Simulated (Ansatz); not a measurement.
# KBr (Fm-3m) in Ansatz: notebook

One crystal, KBr, is run at these levels: HSE06 form with a typed share of exact exchange; tasks: single point.

All numbers are computed with Ansatz 0.2.0; they aren't measurements. Logs are shortened: lines on timing, memory, paths and dates and some standing lists are left out, and cuts for length are marked.

## (1) The structure

The structure is cubic, space group Fm-3m (No. 225). The conventional cell has a = 6.600 Å, b = 6.600 Å, c = 6.600 Å, α = 90.00°, β = 90.00°, γ = 90.00°. Around Br (site symmetry m-3m) lie 6 K at 3.30 Å. K (site symmetry m-3m) is surrounded by 6 Br at 3.30 Å.

## (2) Single point, HSE06 form with a typed share of exact exchange

input.yaml

```yaml
crystal:
  lattice:
    - [0.0, 3.3, 3.3]
    - [3.3, 0.0, 3.3]
    - [3.3, 3.3, 0.0]
  atoms:
    - { symbol: Br, position: [0.5, 0.5, 0.5] }
    - { symbol: K, position: [0.0, 0.0, 0.0] }
hamiltonian:
  xc: { exchange: pbe, correlation: pbe, exx: { coeff: 0.15, omega: 0.2 } }
  pseudopotentials: { kind: paw }
kpoints:
  mp_grid: { grid: [4, 4, 4] }
scf:
  occupations: { method: fermi_dirac, width: 0.05 }
output:
  forces: true
  stress: true
  eigenvalues: true
  write_density: true
  write_potential: true
  elf: true
  volumetric_format: npy
```

Potentials or basis: Ansatz PAW.

The run is started by

```sh
$ ansatz run input.yaml --threads 2 --pin off --max-ram 5632MiB --backend cpu --events-out ev --progress --plain --runs-dir out
```

Standard output:

```text
Warning: output.stress: scf.convergence.dr2_threshold = 1e-7 eV (the SCF's general default) is looser than the 2e-10 eV advised for a printed stress (1e-10 eV for each atom of the cell: 2). What an SCF threshold leaves in a stress goes as its square root, and in the free energy as the threshold itself, and one threshold admits the most on a small cell: of the crystals measured, under no hybrid functional and no lock of the moments, on runs that ended without the residual-converged pass, on stresses that held no estimate of that error, the worst erred by over 100 MPa in a component at 1e-7 eV an atom and by under 5 at 1e-10. Set scf.convergence.dr2_threshold to 2e-10 eV or tighter. The threshold is an SCF's pass mark: one that does not reach it within its budget of iterations ends unconverged, or closes short of it on a stop that the run arms, and scf.convergence.dr2_threshold's page says what that costs each kind of run
Warning: output.stress: scf.exx.energy_threshold = 1e-6 eV is looser than the 2e-8 eV advised for a stress under a hybrid functional (1e-8 eV for each atom of the cell: 2). Every SCF of the exchange loop can meet its threshold on dr2 while the loop round them stops early: no threshold on dr2 bounds what that leaves in the stress. Set scf.exx.energy_threshold to 2e-8 eV or tighter. The threshold is the loop's pass mark: a loop that does not reach it within its budget of cycles ends unconverged, and scf.exx.energy_threshold's page has the law
Warning: RAYON_NUM_THREADS=2 ignored (pool sized by the plan → 2); use --threads N
Engine: ansatz 0.2.0, x86_64-unknown-linux-gnu
Pseudopotentials: kind: paw
Pseudopotential: Br, paw, valence charge 7, recommended cutoff 420 eV (normal), Br.paw.azcp
Pseudopotential: K, paw, valence charge 9, recommended cutoff 420 eV (normal), K.paw.azcp
Functional definition: unnamed
  parameter a_1 = 0.15
  parameter omega_1 = 0.2/angstrom
  exchange = pbe_x + (-a_1)*pbe_x_sr(omega_1) + a_1*exact_x_sr(omega_1)
  correlation = pbe_c
Crystal: 2 atoms, lattice volume = 71.874 Å³
Basis set: ecut = 420 eV, 1411 PW (Γ), exchange–correlation on 64×64×64 points (8 copies of the dense FFT grid, shifted against one another)
Bands: 12, of which v1, the nominal top of the filled ones, is band 8 counted from 1 (7 counted from 0)
Symmetry: 48 space group operations
Space group: Fm-3m (ITA 225), of the structure as read, at distance tolerance 4.2e-5 Å
k-points: 8 of 64
Non-local potential: Br, projectors of the file, l = 0: 2, l = 1: 2, l = 2: 2
Non-local potential: K, projectors of the file, l = 0: 3, l = 1: 2, l = 2: 2
PAW form: soft (Blöchl's): semilocal exchange-correlation on the pseudo side does not see the compensation charge
PAW frozen core: Br, regenerated for the run's functional, and the local potential with it (the file was generated under x = pbe(κ = 0.804, μ = 0.2195149727645171), c = pbe(β = 0.06672455060314922))
PAW frozen core: K, regenerated for the run's functional, and the local potential with it (the file was generated under x = pbe(κ = 0.804, μ = 0.2195149727645171), c = pbe(β = 0.06672455060314922))
PAW one-centre angular grid: Br, 110 points (default); XC on 64 Gauss nodes
PAW one-centre angular grid: K, 110 points (default); XC on 64 Gauss nodes
Initial density: superposition of atomic densities (neutral atoms: chi_scale 0, normalization atom), corrected by the library's trained network
Initial wavefunctions: pseudopotential atomic-orbital guess
Functional: x = pbe(κ = 0.804, μ = 0.2195149727645171), c = pbe(β = 0.06672455060314922), warm-up for x = pbe(κ = 0.804, μ = 0.2195149727645171) + 0.15 (exact − pbe) at short range (hse, ω = 0.2 Å⁻¹), c = pbe(β = 0.06672455060314922)
SCF iter   1: F=—  HF=-4324.493350 eV  |F-HF|=—  |Δ(HF+E_count)|=         —  Δρ=8.22e-4  dr2=7.59e-4  ethr=1.77e-3  ⟨swp⟩=2.4  Hψ=717  notcnv=0
preconditioner: auto → none  [insulator: Δε(μ)=4.409 eV  Ē_g=14.800 eV  σ=0.050 eV  W_gap=1.00  n_scr=14 (ndim 8)  ℏωp=16.4 eV  f_vac=0.056  D(μ)=0.00/eV (n_scr^D=0)]
iter 2 solved again at ethr=5.15e-8 eV; its pass at ethr=4.74e-6 eV (dr2=8.24e-6 eV) is discarded
SCF iter   2: F=-4324.493154 eV  HF=-4324.493143 eV  |F-HF|=1.07e-5  |Δ(HF+E_count)|=   2.07e-4  Δρ=1.10e-4  dr2=8.22e-6  ethr=5.15e-8  ⟨swp⟩=4.0  Hψ=480  notcnv=0  defer=1
SCF 1 stopped early in 2 iterations: F = -4324.493154 eV  dr2 = 8.22e-6
Initial density: handed on by an earlier stage of this run
Initial wavefunctions: those handed on with the density
Functional: x = pbe(κ = 0.804, μ = 0.2195149727645171) + 0.15 (exact − pbe) at short range (hse, ω = 0.2 Å⁻¹), c = pbe(β = 0.06672455060314922)
Exchange kernel: α = 0.1500, screened, ω = 0.2000 Å⁻¹, Wigner–Seitz truncation, v(0) = 1122.1975 eV·Å³, q-mesh 4×4×4, nearest image of the exchange supercell L = 18.67 Å, pair-density grid 18×18×18, without the augmentation charges, whose exchange is taken in its separable form by FFT convolution over the k-point mesh (sized by the pseudopotential files, 27×27×27 at the most), smooth part of the exact exchange by density-matrix convolution
Frozen-core exchange: fock
SCF iter   1: F=—  HF=-4326.235211 eV  |F-HF|=—  |Δ(HF+E_count)|=         —  Δρ=1.74e-3  dr2=1.94e-3  ethr=5.13e-7  ⟨swp⟩=11.9  Hψ=574  notcnv=0
preconditioner: auto → none  [insulator: Δε(μ)=5.156 eV  Ē_g=15.908 eV  σ=0.050 eV  W_gap=1.00  n_scr=14 (ndim 8)  ℏωp=16.4 eV  f_vac=0.056  D(μ)=0.00/eV (n_scr^D=0)]
SCF iter   2: F=—  HF=-4326.234667 eV  |F-HF|=—  |Δ(HF+E_count)|=   5.44e-4  Δρ=7.73e-4  dr2=2.50e-4  ethr=5.13e-7  ⟨swp⟩=3.9  Hψ=240  notcnv=0
SCF iter   3: F=—  HF=-4326.235024 eV  |F-HF|=—  |Δ(HF+E_count)|=   3.57e-4  Δρ=2.39e-4  dr2=4.62e-5  ethr=5.13e-7  ⟨swp⟩=3.8  Hψ=198  notcnv=0  defer=1
SCF iter   4: F=-4326.235011 eV  HF=-4326.235011 eV  |F-HF|=3.13e-8  |Δ(HF+E_count)|=   1.25e-5  Δρ=1.91e-5  dr2=4.34e-7  ethr=2.83e-7  ⟨swp⟩=3.1  Hψ=186  notcnv=0
SCF 2 stopped early in 4 iterations: F = -4326.235011 eV  dr2 = 4.34e-7
hybrid outer 1: dexx = +5.159e-4 eV, tail = 2.05e-6 eV
Exchange kernel: α = 0.1500, screened, ω = 0.2000 Å⁻¹, Wigner–Seitz truncation, v(0) = 1122.1975 eV·Å³, q-mesh 4×4×4, nearest image of the exchange supercell L = 18.67 Å, pair-density grid 18×18×18, without the augmentation charges, whose exchange is taken in its separable form by FFT convolution over the k-point mesh (sized by the pseudopotential files, 27×27×27 at the most), smooth part of the exact exchange by density-matrix convolution
Frozen-core exchange: fock
SCF iter   1: F=—  HF=-4326.235072 eV  |F-HF|=—  |Δ(HF+E_count)|=         —  Δρ=1.40e-5  dr2=7.76e-8  ethr=6.40e-8  ⟨swp⟩=8.1  Hψ=351  notcnv=0
preconditioner: auto → none  [insulator: Δε(μ)=5.143 eV  Ē_g=15.909 eV  σ=0.050 eV  W_gap=1.00  n_scr=14 (ndim 8)  ℏωp=16.4 eV  f_vac=0.076  D(μ)=0.00/eV (n_scr^D=0)]
SCF iter   2: F=-4326.235072 eV  HF=-4326.235072 eV  |F-HF|=2.65e-9  |Δ(HF+E_count)|=   2.26e-8  Δρ=3.95e-6  dr2=4.31e-9  ethr=4.65e-10  ⟨swp⟩=3.2  Hψ=199  notcnv=0
SCF 3 converged in 2 iterations: F = -4326.235072 eV  dr2 = 4.31e-9
  Residual-converged pass: ⟨swp⟩=3.8  Hψ=233  notcnv=0  max |occ|·‖R‖ = 2.4e-6 eV (tolerance 2.4e-6 eV)  dr2=4.69e-9  dr2_onsite=2.50e-10  max |Δocc| = 0.0e0
hybrid outer 2: dexx = +1.880e-8 eV, tail = 9.34e-9 eV, Δε = 8.24e-4 eV (about 5.81e-5 eV left of the loop's levels)
hybrid SCF converged: 2 outer / 6 inner (+2 warm-up), last move |dexx| = 1.88e-8 eV, tail = 9.34e-9 eV
Stability not checked: this state was not tested for a lower state beside it, because the functional holds exact exchange (a hybrid, or Hartree-Fock), whose exchange loop this test does not read (fock_operator; see scf.lower_state_search)
Free energy (F): -4326.235072 eV
Frozen-core exchange: fock
Harris-Foulkes:  -4326.235072 eV  (|F-HF|=2.65e-9)
Internal energy: -4326.235072 eV  (E = F + TS)
E sigma→0 (E₀):  -4326.235072 eV
Fermi energy:    3.155509 eV
--- Per-component energies (eV) ---
  E_band       = -148.714123
  E_kinetic    = 388.350383
  E_local      = -838.365405  (includes V_loc(G=0)·N_el)
  E_nonlocal   = 82.665348
  E_hartree    = 272.025394
  E_xc         = -350.219688
  E_vxc        = -236.569289  (∫ρ·V_xc dr)
  E_exx        = -22.566662  (= α·E_x^exact, valence–valence)
  E_paw        = -3057.836097  (= ΣΔE_a)
  E_vpaw       = -43.712934  (= ΣTr[D̂ρ^β])
  E_aug_tail   = -0.000004  (compensation charges beyond the density's cutoff)
  E_ewald      = -799.985846
  E_core_change = -0.302494  (= ΣΔE_core)
  E_smearing   = -0.000000  (= −TS)
  E_closure    = -0.000002  (closes the sum)
  Σ components = -4326.235072   (vs F -4326.235072, Δ=0.00e0)
--- Forces (eV/Å), atoms counted from 1 ---
  atom   1  Br     0.00000000    -0.00000000     0.00000000
  atom   2  K      0.00000000     0.00000000     0.00000000
  max |Σ_I F_I| component: 5.49e-30 eV/Å
--- Stress (GPa, compression-positive) ---
        0.565167       0.000000      -0.000000
        0.000000       0.565167       0.000000
       -0.000000       0.000000       0.565167
  P = ⅓ Tr σ = 0.5652 GPa (5.652 kbar)
--- Band table (eV; the first three rows and the last of 8) ---
  k-point 0: bands = ["-28.5331", "-12.3572", "-11.1987", "-11.1987", "-11.1987", "0.5497", "0.5497", "0.5497", "5.6925", "8.9836", "8.9836", "8.9836"]
  k-point 1: bands = ["-28.5302", "-12.4517", "-11.2009", "-11.2009", "-11.0633", "-0.1337", "0.3725", "0.3725", "6.9572", "8.8240", "9.7118", "9.7118"]
  k-point 2: bands = ["-28.5273", "-12.5309", "-11.2031", "-11.2031", "-10.9419", "-0.6647", "0.2080", "0.2080", "7.8420", "9.6127", "11.2877", "11.2877"]
  k-point 7: bands = ["-28.5256", "-12.3472", "-11.2634", "-11.2634", "-11.1001", "-0.0602", "-0.0602", "-0.0032", "8.7061", "8.7061", "9.6198", "10.4783"]
```

Run time: 7.1 s. Hardware: 2 threads of Intel Xeon 6975P-C (Granite Rapids), shared host; peak memory 0.74 GiB.

Results:

```
Free energy            : -4326.2351 eV
Pressure               : 0.6 GPa
Band gap on the k mesh : 5.14 eV, direct
```

Caveat: the PAW data sets come from PBE, with cores solved anew for the run's functional, which leaves a small shift of forces and pressure; the thresholds are loose for stress.

## (3) Single point, HSE06 form with a typed share of exact exchange

input.yaml, as its differences from that of step 2:

```diff
@@ -9,3 +9,3 @@
 hamiltonian:
-  xc: { exchange: pbe, correlation: pbe, exx: { coeff: 0.15, omega: 0.2 } }
+  xc: { exchange: pbe, correlation: pbe, exx: { coeff: 0.2, omega: 0.2 } }
   pseudopotentials: { kind: paw }
```

Potentials or basis: Ansatz PAW.

The run is started by

```sh
$ ansatz run input.yaml --threads 2 --pin off --max-ram 5632MiB --backend cpu --events-out ev --progress --plain --runs-dir out
```

Wall time 7.1 s (2 threads of Intel Xeon 6975P-C (Granite Rapids), shared host); peak memory 0.75 GiB.

Results (log left out):

- Free energy: -4326.8204 eV
- Pressure: 0.5 GPa
- Band gap on the k mesh: 5.38 eV, direct

Levels at points of the mesh, in eV from the valence-band top:
```csv
k point,band 5,band 6,band 7,band 8,band 9,band 10,band 11,band 12
"(0.00, 0.00, 0.00)",-11.91,0.00,0.00,0.00,5.38,8.71,8.71,8.71
"(0.00, 0.00, -0.50)",-11.65,-1.23,-0.34,-0.34,7.53,9.34,11.07,11.07
"(0.00, -0.50, -0.50)",-11.95,-0.86,-0.30,-0.30,6.84,8.25,10.54,10.67
```

Caveat: the PAW data sets come from PBE, with cores solved anew for the run's functional, which leaves a small shift of forces and pressure; the thresholds are loose for stress.
